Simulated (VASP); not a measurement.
Write an ASE script for VASP 6.6.1 that does the following.

* Task: single point
* Functional: PBE
* Potentials or basis: VASP PAW PBE potentials, release 64 (V_sv)
* Cutoff: 520 eV
* k mesh: 12 × 12 × 12
* Occupations: gaussian, width 0.02 eV
* Spin: collinear spin, ferromagnetic start
* Starting moments: [2.0] μB
* Further INCAR settings: ALGO = Fast; EDIFF = 1.00e-06; NBANDS = 16

The structure of V lies in V.cif:

```cif
data_V
_cell_length_a 2.62293114
_cell_length_b 2.62293114
_cell_length_c 2.62293114
_cell_angle_alpha 109.47122063
_cell_angle_beta 109.47122063
_cell_angle_gamma 109.47122063
_space_group_name_H-M_alt 'P1'
_space_group_name_Hall 'P 1'
_space_group_IT_number 1
loop_
_space_group_symop_operation_xyz
'x,y,z'
loop_
_atom_site_label
_atom_site_type_symbol
_atom_site_symmetry_multiplicity
_atom_site_Wyckoff_symbol
_atom_site_fract_x
_atom_site_fract_y
_atom_site_fract_z
_atom_site_occupancy
V1 V 1 a 0.0000000000 0.0000000000 0.0000000000 1
```

The input as run:

run.py

```python
from ase.calculators.vasp import Vasp
from ase.dft.bandgap import bandgap
from ase.io import read

atoms = read('V.cif')
atoms.set_initial_magnetic_moments([2.0])
calc = Vasp(
    directory='calc',
    xc='pbe',
    pp='PBE',
    setups='recommended',
    prec='Accurate',
    encut=520,
    ediff=1e-06,
    ismear=0,
    sigma=0.02,
    lreal=False,
    lasph=True,
    nelm=120,
    algo='Fast',
    isif=2,
    lwave=False,
    lcharg=False,
    ispin=2,
    lorbit=11,
    lmaxmix=4,
    kpts=[12, 12, 12],
    gamma=True,
    nbands=16,
)
atoms.calc = calc

print('energy (eV):', atoms.get_potential_energy())
print('free energy (eV):', atoms.get_potential_energy(force_consistent=True))
print('forces (eV/A):')
print(atoms.get_forces())
print('stress (eV/A^3, Voigt):', atoms.get_stress())
print('Fermi level (eV):', calc.get_fermi_level())
print('moment (muB):', atoms.get_magnetic_moment())
print('site moments (muB):', atoms.get_magnetic_moments())
gap, top, bottom = bandgap(calc)
print('band gap (eV):', gap, 'from (spin, k, band)', top, 'to', bottom)
```

Potentials or basis: VASP PAW PBE potentials, release 64 (V_sv).

The run is started by

```console
$ python run.py
```

It gave:

```json
{
 "Pressure": "-5.1 GPa",
 "Band gap on the k mesh": "none (metal or under the smearing width)",
 "Net moment": "0.12 μB per cell",
 "Site moments": "V +0.11 μB",
 "Valence electrons inside the program's atomic spheres": "V 11.60"
}
```

Run time: 48 s on 1 thread of Intel(R) Xeon(R) Platinum 8259CL CPU @ 2.50GHz (Skylake/Cascade Lake), with other jobs on the host, peak memory 0.14 GiB.
